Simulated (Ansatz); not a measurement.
# AlN (Fm-3m): compression over a wide range

How does AlN (Fm-3m) respond to strong compression and slight expansion?

Program: Ansatz 0.2.0. Level of theory: DFT r²SCAN, scalar-relativistic, plane waves, PAW. These are calculated values, not measurements.

## (1) The starting structure

Symmetry: Fm-3m, No. 225, cubic system. The conventional cell has a = 4.038 Å, b = 4.038 Å, c = 4.038 Å, α = 90.00°, β = 90.00°, γ = 90.00°. Al (site symmetry m-3m) is surrounded by 6 N at 2.02 Å. Around N (site symmetry m-3m) lie 6 Al at 2.02 Å.

Coordinates:

```cif
data_structure
_symmetry_space_group_name_H-M 'Fm-3m'
_symmetry_Int_Tables_number 225
_cell_length_a 4.0375
_cell_length_b 4.0375
_cell_length_c 4.0375
_cell_angle_alpha 90.000
_cell_angle_beta 90.000
_cell_angle_gamma 90.000
_cell_volume 65.82
loop_
_atom_site_label
_atom_site_type_symbol
_atom_site_symmetry_multiplicity
_atom_site_Wyckoff_symbol
_atom_site_fract_x
_atom_site_fract_y
_atom_site_fract_z
_atom_site_occupancy
Al1 Al 4 b 0.50000 0.00000 0.00000 1
N1 N 4 a 0.00000 0.00000 0.00000 1
```

An earlier run at r²SCAN left this cell at 8.227 Å³/atom and 0.04 GPa (8×8×8 mesh).

## (2) Volume × 0.96

Input file input.yaml:

```yaml
crystal:
  lattice:
    - [0.0, 1.9914889927, 1.9914889927]
    - [1.9914889927, 0.0, 1.9914889927]
    - [1.9914889927, 1.9914889927, 0.0]
  atoms:
    - { symbol: Al, position: [0.5, 0.5, 0.5] }
    - { symbol: "N", position: [0.0, 0.0, 0.0] }
basis:
  ecutwfc: 500
  ecutrho_ratio: 4
kpoints:
  mp_grid: { grid: [8, 8, 8] }
hamiltonian:
  xc: r2scan
scf:
  occupations: { method: gaussian, width: 0.05 }
output:
  forces: true
  stress: true
  eigenvalues: true
```

The run is started by

```sh
ansatz run input.yaml --threads 1 --pin off --max-ram 2560MiB --backend cpu --events-out ev --progress --plain --runs-dir out
```

Output, cut to the lines that bear on the results:

```text
Warning: RAYON_NUM_THREADS=1 ignored (pool sized by the plan → 1); use --threads N
[...]
Pseudopotentials: kind: paw
Pseudopotential: Al, paw, valence charge 3, recommended cutoff 500 eV (meta_gga), Al.paw.azcp
Pseudopotential: N, paw, valence charge 5, recommended cutoff 500 eV (meta_gga), N.paw.azcp
Functional definition: r2SCAN
[...]
Crystal: 2 atoms, lattice volume = 15.797 Å³
Basis set: ecut = 500 eV, 411 PW (Γ), exchange–correlation on 96×96×96 points (64 copies of the dense FFT grid, shifted against one another)
Bands: 8, of which v1, the nominal top of the filled ones, is band 4 counted from 1 (3 counted from 0)
Symmetry: 48 space group operations
Space group: Fm-3m (ITA 225), of the structure as read, at distance tolerance 2.5e-5 Å
k-points: 29 of 512
[...]
SCF iter   1: F=—  HF=-927.983228 eV  |F-HF|=—  |Δ(HF+E_count)|=         —  Δρ=7.11e-3  dr2=7.57e-3  dr2_τ=1.87e-1  ethr=1.77e-3  ⟨swp⟩=4.8  Hψ=1644  notcnv=0
[...]
SCF iter   7: F=-928.123914 eV  HF=-928.123914 eV  |F-HF|=3.29e-10  |Δ(HF+E_count)|=   1.89e-8  Δρ=2.42e-6  dr2=7.93e-10  dr2_τ=1.58e-11  ethr=1.25e-9  ⟨swp⟩=4.8  Hψ=1012  notcnv=0
[...]
SCF converged after 7 iterations
Free energy (F): -928.123914 eV
[...]
E sigma→0 (E₀):  -928.123914 eV
Fermi energy:    14.657961 eV
[...]
--- Forces (eV/Å), atoms counted from 1 ---
  atom   1  Al     0.00000000     0.00000000     0.00000000
  atom   2  N     -0.00000000     0.00000000    -0.00000000
[...]
--- Stress (GPa, compression-positive) ---
       12.251246      -0.000000       0.000000
        0.000000      12.251246       0.000000
        0.000000      -0.000000      12.251246
  P = ⅓ Tr σ = 12.2512 GPa (122.512 kbar)
--- Band table (eV; the first three rows and the last of 29) ---
  k-point 0: bands = ["-7.1220", "11.6889", "11.6889", "11.6889", "18.8456", "24.7609", "24.7609", "24.7609"]
[...]
```

Wall time 0.99 s (1 thread of AMD EPYC 7R13 (Zen 3), shared host); peak memory 0.35 GiB.

This gives: volume 7.898 Å³/atom, pressure 12.25 GPa, gap on the mesh 5.94 eV.

## (3) Volume × 1.04

Edit input.yaml of step 2 so:

```diff
@@ -2,5 +2,5 @@
   lattice:
-    - [0.0, 1.9914889927, 1.9914889927]
-    - [1.9914889927, 0.0, 1.9914889927]
-    - [1.9914889927, 1.9914889927, 0.0]
+    - [0.0, 2.0453389041, 2.0453389041]
+    - [2.0453389041, 0.0, 2.0453389041]
+    - [2.0453389041, 2.0453389041, 0.0]
   atoms:
```

The run is started by

```sh
ansatz run input.yaml --threads 1 --pin off --max-ram 2560MiB --backend cpu --events-out ev --progress --plain --runs-dir out
```

Output, cut to the lines that bear on the results:

```text
Warning: RAYON_NUM_THREADS=1 ignored (pool sized by the plan → 1); use --threads N
[...]
[... 4 set-up lines as earlier in the session ...]
[...]
Crystal: 2 atoms, lattice volume = 17.113 Å³
Basis set: ecut = 500 eV, 411 PW (Γ), exchange–correlation on 96×96×96 points (64 copies of the dense FFT grid, shifted against one another)
Bands: 8, of which v1, the nominal top of the filled ones, is band 4 counted from 1 (3 counted from 0)
[... 1 set-up line as earlier in the session ...]
Space group: Fm-3m (ITA 225), of the structure as read, at distance tolerance 2.6e-5 Å
k-points: 29 of 512
[...]
SCF iter   1: F=—  HF=-928.000494 eV  |F-HF|=—  |Δ(HF+E_count)|=         —  Δρ=7.74e-3  dr2=1.09e-2  dr2_τ=1.51e-1  ethr=1.77e-3  ⟨swp⟩=4.5  Hψ=1622  notcnv=0
[...]
SCF iter   6: F=-928.127206 eV  HF=-928.127206 eV  |F-HF|=1.66e-8  |Δ(HF+E_count)|=   7.70e-8  Δρ=1.80e-5  dr2=6.00e-8  dr2_τ=7.52e-10  ethr=1.25e-9  ⟨swp⟩=2.9  Hψ=1054  notcnv=0
[...]
SCF converged after 6 iterations
Free energy (F): -928.127206 eV
[...]
E sigma→0 (E₀):  -928.127206 eV
Fermi energy:    13.116295 eV
[...]
--- Forces (eV/Å), atoms counted from 1 ---
  atom   1  Al     0.00000000     0.00000000    -0.00000000
  atom   2  N     -0.00000000     0.00000000     0.00000000
[...]
--- Stress (GPa, compression-positive) ---
       -9.993732      -0.000000      -0.000000
       -0.000000      -9.993732       0.000000
       -0.000000       0.000000      -9.993732
  P = ⅓ Tr σ = -9.9937 GPa (-99.937 kbar)
--- Band table (eV; the first three rows and the last of 29) ---
  k-point 0: bands = ["-7.5246", "10.5509", "10.5509", "10.5509", "16.5058", "23.3519", "23.3519", "23.3519"]
[...]
```

Wall time 0.98 s (1 thread of AMD EPYC 7R13 (Zen 3), shared host); peak memory 0.35 GiB.

Read off: volume 8.556 Å³/atom, pressure -9.99 GPa, mesh gap 5.13 eV.

## (4) Volume × 0.92

Edit input.yaml of step 3 so:

```diff
@@ -2,5 +2,5 @@
   lattice:
-    - [0.0, 2.0453389041, 2.0453389041]
-    - [2.0453389041, 0.0, 2.0453389041]
-    - [2.0453389041, 2.0453389041, 0.0]
+    - [0.0, 1.9634361153, 1.9634361153]
+    - [1.9634361153, 0.0, 1.9634361153]
+    - [1.9634361153, 1.9634361153, 0.0]
   atoms:
```

The run is started by

```sh
ansatz run input.yaml --threads 1 --pin off --max-ram 2560MiB --backend cpu --events-out ev --progress --plain --runs-dir out
```

Output, cut to the lines that bear on the results:

```text
Warning: RAYON_NUM_THREADS=1 ignored (pool sized by the plan → 1); use --threads N
[...]
[... 4 set-up lines as earlier in the session ...]
[...]
Crystal: 2 atoms, lattice volume = 15.138 Å³
Basis set: ecut = 500 eV, 387 PW (Γ), exchange–correlation on 96×96×96 points (64 copies of the dense FFT grid, shifted against one another)
Bands: 8, of which v1, the nominal top of the filled ones, is band 4 counted from 1 (3 counted from 0)
[... 2 set-up lines as earlier in the session ...]
k-points: 29 of 512
[...]
SCF iter   1: F=—  HF=-927.896772 eV  |F-HF|=—  |Δ(HF+E_count)|=         —  Δρ=6.61e-3  dr2=5.67e-3  dr2_τ=2.09e-1  ethr=1.77e-3  ⟨swp⟩=4.9  Hψ=1652  notcnv=0
[...]
SCF iter   7: F=-928.044031 eV  HF=-928.044031 eV  |F-HF|=3.06e-10  |Δ(HF+E_count)|=   5.25e-9  Δρ=6.59e-6  dr2=4.78e-9  dr2_τ=1.55e-10  ethr=1.25e-9  ⟨swp⟩=4.8  Hψ=1010  notcnv=0
[...]
SCF converged after 7 iterations
Free energy (F): -928.044031 eV
[...]
E sigma→0 (E₀):  -928.044031 eV
Fermi energy:    15.256810 eV
[...]
--- Forces (eV/Å), atoms counted from 1 ---
  atom   1  Al     0.00000000    -0.00000000    -0.00000000
  atom   2  N     -0.00000000    -0.00000000    -0.00000000
[...]
--- Stress (GPa, compression-positive) ---
       27.133031      -0.000000       0.000000
        0.000000      27.133031      -0.000000
        0.000000      -0.000000      27.133031
  P = ⅓ Tr σ = 27.1330 GPa (271.330 kbar)
--- Band table (eV; the first three rows and the last of 29) ---
  k-point 0: bands = ["-6.8937", "12.3275", "12.3275", "12.3275", "20.1619", "25.5399", "25.5399", "25.5399"]
[...]
```

It took 1 s on 1 thread of AMD EPYC 7R13 (Zen 3), shared host; peak memory 0.36 GiB.

This gives: volume 7.569 Å³/atom, pressure 27.13 GPa, gap on the mesh 5.86 eV.

## (5) Volume × 0.88

Input file input.yaml:

```yaml
crystal:
  lattice:
    - [0.0, 1.9345578599, 1.9345578599]
    - [1.9345578599, 0.0, 1.9345578599]
    - [1.9345578599, 1.9345578599, 0.0]
  atoms:
    - { symbol: Al, position: [0.5, 0.5, 0.5] }
    - { symbol: "N", position: [0.0, 0.0, 0.0] }
basis:
  ecutwfc: 500
  ecutrho_ratio: 4
kpoints:
  mp_grid: { grid: [10, 10, 10] }
hamiltonian:
  xc: r2scan
scf:
  occupations: { method: gaussian, width: 0.05 }
output:
  forces: true
  stress: true
  eigenvalues: true
```

The run is started by

```sh
ansatz run input.yaml --threads 1 --pin off --max-ram 2560MiB --backend cpu --events-out ev --progress --plain --runs-dir out
```

Output:

```text
Warning: RAYON_NUM_THREADS=1 ignored (pool sized by the plan → 1); use --threads N
Engine: ansatz 0.2.0, x86_64-unknown-linux-gnu
[... 4 set-up lines as earlier in the session ...]
  parameter k0 = 0.174
  parameter k1 = 0.065
  parameter a1 = 4.9479
  exchange = r2scan_x(k0 = k0, k1 = k1, a1 = a1)
  correlation = r2scan_c
Crystal: 2 atoms, lattice volume = 14.480 Å³
Basis set: ecut = 500 eV, 339 PW (Γ), exchange–correlation on 80×80×80 points (64 copies of the dense FFT grid, shifted against one another)
Bands: 8, of which v1, the nominal top of the filled ones, is band 4 counted from 1 (3 counted from 0)
[... 1 set-up line as earlier in the session ...]
Space group: Fm-3m (ITA 225), of the structure as read, at distance tolerance 2.4e-5 Å
k-points: 47 of 1000
Non-local potential: Al, projectors of the file, l = 0: 2, l = 1: 2, l = 2: 1
Non-local potential: N, projectors of the file, l = 0: 2, l = 1: 2, l = 2: 1
PAW form: soft (Blöchl's): semilocal exchange-correlation on the pseudo side does not see the compensation charge
PAW frozen core: Al, regenerated for the run's functional (the file was generated under x = pbe(κ = 0.804, μ = 0.2195149727645171), c = pbe(β = 0.06672455060314922))
PAW frozen core: N, regenerated for the run's functional (the file was generated under x = pbe(κ = 0.804, μ = 0.2195149727645171), c = pbe(β = 0.06672455060314922))
PAW one-centre angular grid: Al, 302 points (default); XC on 160 Gauss nodes
PAW one-centre angular grid: N, 302 points (default); XC on 160 Gauss nodes
Initial density: superposition of atomic densities (neutral atoms: chi_scale 0, normalization atom), corrected by the library's trained network
Initial wavefunctions: pseudopotential atomic-orbital guess
Functional: x = r2scan, c = r2scan; τ floored in thin density (d = 2e-4 eV/Å³)
SCF iter   1: F=—  HF=-927.743478 eV  |F-HF|=—  |Δ(HF+E_count)|=         —  Δρ=5.85e-3  dr2=3.38e-3  dr2_τ=2.34e-1  ethr=1.77e-3  ⟨swp⟩=5.1  Hψ=2730  notcnv=0
preconditioner: auto → none  [insulator: Δε(μ)=5.514 eV  Ē_g=19.822 eV  σ=0.050 eV  W_gap=1.00  n_scr=0 (ndim 8)  ℏωp=27.6 eV  f_vac=0.000  D(μ)=0.00/eV (n_scr^D=0)  ε∞_Penn≈2.9]
SCF iter   2: F=—  HF=-927.896549 eV  |F-HF|=—  |Δ(HF+E_count)|=   1.53e-1  Δρ=5.59e-3  dr2=3.03e-3  dr2_τ=7.07e-5  ethr=4.22e-5  ⟨swp⟩=2.9  Hψ=1187  notcnv=0
SCF iter   3: F=—  HF=-927.897529 eV  |F-HF|=—  |Δ(HF+E_count)|=   9.79e-4  Δρ=4.63e-3  dr2=2.93e-3  dr2_τ=3.09e-4  ethr=3.79e-5  ⟨swp⟩=2.3  Hψ=766  notcnv=0
SCF iter   4: F=—  HF=-927.896795 eV  |F-HF|=—  |Δ(HF+E_count)|=   7.34e-4  Δρ=1.02e-3  dr2=1.48e-4  dr2_τ=4.51e-6  ethr=3.66e-5  ⟨swp⟩=2.6  Hψ=607  notcnv=0
SCF iter   5: F=—  HF=-927.896783 eV  |F-HF|=—  |Δ(HF+E_count)|=   1.12e-5  Δρ=1.21e-4  dr2=1.93e-6  dr2_τ=9.78e-8  ethr=1.85e-6  ⟨swp⟩=2.4  Hψ=536  notcnv=0
SCF iter   6: F=—  HF=-927.896782 eV  |F-HF|=—  |Δ(HF+E_count)|=   1.87e-6  Δρ=1.06e-5  dr2=5.70e-9  dr2_τ=6.00e-10  ethr=1.25e-9  ⟨swp⟩=4.2  Hψ=2116  notcnv=0
SCF iter   7: F=-927.896782 eV  HF=-927.896782 eV  |F-HF|=4.43e-11  |Δ(HF+E_count)|=   1.55e-9  Δρ=9.95e-7  dr2=1.31e-10  dr2_τ=7.06e-12  ethr=7.12e-11  ⟨swp⟩=1.3  Hψ=1144  notcnv=0
SCF 1 converged in 7 iterations: F = -927.896782 eV  dr2 = 1.31e-10
SCF converged after 7 iterations
Free energy (F): -927.896782 eV
Harris-Foulkes:  -927.896782 eV  (|F-HF|=4.43e-11)
Internal energy: -927.896782 eV  (E = F + TS)
E sigma→0 (E₀):  -927.896782 eV
Fermi energy:    15.903187 eV
--- Per-component energies (eV) ---
  E_band       = 46.678723
  E_kinetic    = 171.451154
  E_local      = -157.141478  (includes V_loc(G=0)·N_el)
  E_nonlocal   = 54.411067
  E_hartree    = 59.873351
  E_xc         = -102.310370
  E_vxc        = -123.942143  (∫ρ·V_xc dr)
  E_paw        = -603.177828  (= ΣΔE_a)
  E_vpaw       = -24.367671  (= ΣTr[D̂ρ^β])
  E_aug_tail   = 0.000023  (compensation charges beyond the density's cutoff)
  E_vtau       = 6.521233  (kinetic-family band-sum trace: ∫τ·v_τ [+ j·A + Jᵃ·Aᵃ] dr)
  E_ewald      = -350.913028
  E_core_change = -0.089673  (= ΣΔE_core)
  E_smearing   = -0.000000  (= −TS)
  E_closure    = 0.000000  (closes the sum)
  Σ components = -927.896782   (vs F -927.896782, Δ=0.00e0)
--- Forces (eV/Å), atoms counted from 1 ---
  atom   1  Al     0.00000000    -0.00000000    -0.00000000
  atom   2  N     -0.00000000     0.00000000     0.00000000
  max |Σ_I F_I| component: 1.15e-31 eV/Å
--- Stress (GPa, compression-positive) ---
       45.296611       0.000000      -0.000000
        0.000000      45.296611      -0.000000
        0.000000      -0.000000      45.296611
  P = ⅓ Tr σ = 45.2966 GPa (452.966 kbar)
--- Band table (eV; the first three rows and the last of 47) ---
  k-point 0: bands = ["-6.6438", "13.0201", "13.0201", "13.0201", "21.5921", "26.3764", "26.3764", "26.3764"]
  k-point 1: bands = ["-6.4082", "11.9567", "12.8572", "12.8572", "22.1372", "25.5836", "26.7679", "26.7679"]
  k-point 2: bands = ["-5.7221", "9.5833", "12.4641", "12.4641", "22.2529", "25.7510", "27.3247", "27.3247"]
  k-point 46: bands = ["-1.5350", "5.7709", "7.2097", "8.7859", "23.0608", "23.6069", "27.1337", "28.7629"]
```

It took 1.1 s on 1 thread of AMD EPYC 7R13 (Zen 3), shared host; peak memory 0.33 GiB.

In short: volume 7.240 Å³/atom, pressure 45.30 GPa, gap on the mesh 5.77 eV.

## (6) Volume × 0.84

Edit input.yaml of step 5 so:

```diff
@@ -2,5 +2,5 @@
   lattice:
-    - [0.0, 1.9345578599, 1.9345578599]
-    - [1.9345578599, 0.0, 1.9345578599]
-    - [1.9345578599, 1.9345578599, 0.0]
+    - [0.0, 1.9047906972, 1.9047906972]
+    - [1.9047906972, 0.0, 1.9047906972]
+    - [1.9047906972, 1.9047906972, 0.0]
   atoms:
```

The run is started by

```sh
ansatz run input.yaml --threads 1 --pin off --max-ram 2560MiB --backend cpu --events-out ev --progress --plain --runs-dir out
```

Output, cut to the lines that bear on the results:

```text
Warning: RAYON_NUM_THREADS=1 ignored (pool sized by the plan → 1); use --threads N
[...]
[... 4 set-up lines as earlier in the session ...]
[...]
Crystal: 2 atoms, lattice volume = 13.822 Å³
Basis set: ecut = 500 eV, 339 PW (Γ), exchange–correlation on 80×80×80 points (64 copies of the dense FFT grid, shifted against one another)
Bands: 8, of which v1, the nominal top of the filled ones, is band 4 counted from 1 (3 counted from 0)
[... 2 set-up lines as earlier in the session ...]
k-points: 47 of 1000
[...]
SCF iter   1: F=—  HF=-927.508383 eV  |F-HF|=—  |Δ(HF+E_count)|=         —  Δρ=5.32e-3  dr2=1.60e-3  dr2_τ=2.62e-1  ethr=1.77e-3  ⟨swp⟩=5.3  Hψ=2762  notcnv=0
[...]
SCF iter   7: F=-927.666595 eV  HF=-927.666595 eV  |F-HF|=5.00e-9  |Δ(HF+E_count)|=   6.28e-8  Δρ=1.71e-5  dr2=3.54e-8  dr2_τ=1.83e-9  ethr=1.25e-9  ⟨swp⟩=5.6  Hψ=1970  notcnv=0
[...]
SCF converged after 7 iterations
Free energy (F): -927.666595 eV
[...]
E sigma→0 (E₀):  -927.666595 eV
Fermi energy:    16.604093 eV
[...]
--- Forces (eV/Å), atoms counted from 1 ---
  atom   1  Al     0.00000000    -0.00000000     0.00000000
  atom   2  N     -0.00000000     0.00000000     0.00000000
[...]
--- Stress (GPa, compression-positive) ---
       67.522825       0.000000      -0.000000
        0.000000      67.522825      -0.000000
       -0.000000      -0.000000      67.522825
  P = ⅓ Tr σ = 67.5228 GPa (675.228 kbar)
--- Band table (eV; the first three rows and the last of 47) ---
  k-point 0: bands = ["-6.3675", "13.7753", "13.7753", "13.7753", "23.1521", "27.2776", "27.2776", "27.2776"]
[...]
```

It took 1.1 s on 1 thread of AMD EPYC 7R13 (Zen 3), shared host; peak memory 0.33 GiB.

In short: volume 6.911 Å³/atom, pressure 67.52 GPa, mesh gap 5.66 eV.

## (7) Volume × 0.8

Edit input.yaml of step 6 so:

```diff
@@ -2,5 +2,5 @@
   lattice:
-    - [0.0, 1.9047906972, 1.9047906972]
-    - [1.9047906972, 0.0, 1.9047906972]
-    - [1.9047906972, 1.9047906972, 0.0]
+    - [0.0, 1.8740628933, 1.8740628933]
+    - [1.8740628933, 0.0, 1.8740628933]
+    - [1.8740628933, 1.8740628933, 0.0]
   atoms:
```

The run is started by

```sh
ansatz run input.yaml --threads 1 --pin off --max-ram 2560MiB --backend cpu --events-out ev --progress --plain --runs-dir out
```

Output, cut to the lines that bear on the results:

```text
Warning: RAYON_NUM_THREADS=1 ignored (pool sized by the plan → 1); use --threads N
[...]
[... 4 set-up lines as earlier in the session ...]
[...]
Crystal: 2 atoms, lattice volume = 13.164 Å³
Basis set: ecut = 500 eV, 331 PW (Γ), exchange–correlation on 80×80×80 points (64 copies of the dense FFT grid, shifted against one another)
Bands: 8, of which v1, the nominal top of the filled ones, is band 4 counted from 1 (3 counted from 0)
[... 2 set-up lines as earlier in the session ...]
k-points: 47 of 1000
[...]
SCF iter   1: F=—  HF=-927.174537 eV  |F-HF|=—  |Δ(HF+E_count)|=         —  Δρ=6.21e-3  dr2=1.80e-3  dr2_τ=2.94e-1  ethr=1.77e-3  ⟨swp⟩=5.4  Hψ=2789  notcnv=0
[...]
SCF iter   7: F=-927.335075 eV  HF=-927.335075 eV  |F-HF|=5.80e-9  |Δ(HF+E_count)|=   8.01e-8  Δρ=1.78e-5  dr2=3.47e-8  dr2_τ=1.26e-9  ethr=1.25e-9  ⟨swp⟩=3.7  Hψ=1942  notcnv=0
[...]
SCF converged after 7 iterations
Free energy (F): -927.335075 eV
[...]
E sigma→0 (E₀):  -927.335075 eV
Fermi energy:    17.366388 eV
[...]
--- Forces (eV/Å), atoms counted from 1 ---
  atom   1  Al     0.00000000    -0.00000000    -0.00000000
  atom   2  N     -0.00000000    -0.00000000     0.00000000
[...]
--- Stress (GPa, compression-positive) ---
       94.816518       0.000000       0.000000
        0.000000      94.816518      -0.000000
        0.000000       0.000000      94.816518
  P = ⅓ Tr σ = 94.8165 GPa (948.165 kbar)
--- Band table (eV; the first three rows and the last of 47) ---
  k-point 0: bands = ["-6.0606", "14.6012", "14.6012", "14.6012", "24.8591", "28.2520", "28.2520", "28.2520"]
[...]
```

It took 1 s on 1 thread of AMD EPYC 7R13 (Zen 3), shared host; peak memory 0.33 GiB.

In short: volume 6.582 Å³/atom, pressure 94.82 GPa, mesh gap 5.53 eV.

## (8) The curve

```csv
volume (Å³/atom),energy above the lowest (meV/atom),pressure (GPa),gap on the mesh (eV),space group
6.582,406.6,94.8,5.53,Fm-3m
6.911,240.9,67.5,5.66,Fm-3m
7.240,125.8,45.3,5.77,Fm-3m
7.569,52.2,27.1,5.86,Fm-3m
7.898,12.2,12.3,5.94,Fm-3m
8.227,0.0,0.0,5.52,Fm-3m
8.556,10.6,-10.0,5.13,Fm-3m
```

## (9) Results

| quantity | value |
| --- | --- |
| range of pressure | -10.0 to 94.8 GPa |
| V0 (fit) | 8.23 Å³/atom |
| B0 (fit) | 276 GPa |
| B0′ (fit) | 3.86 |

What this shows: A third-order Birch-Murnaghan fit follows the points with an rms miss of 0.02 meV/atom. The k mesh is not the same at all volumes. Symmetry fixes shape and sites, so only the volume changes. Other structures may be lower in enthalpy at these pressures.
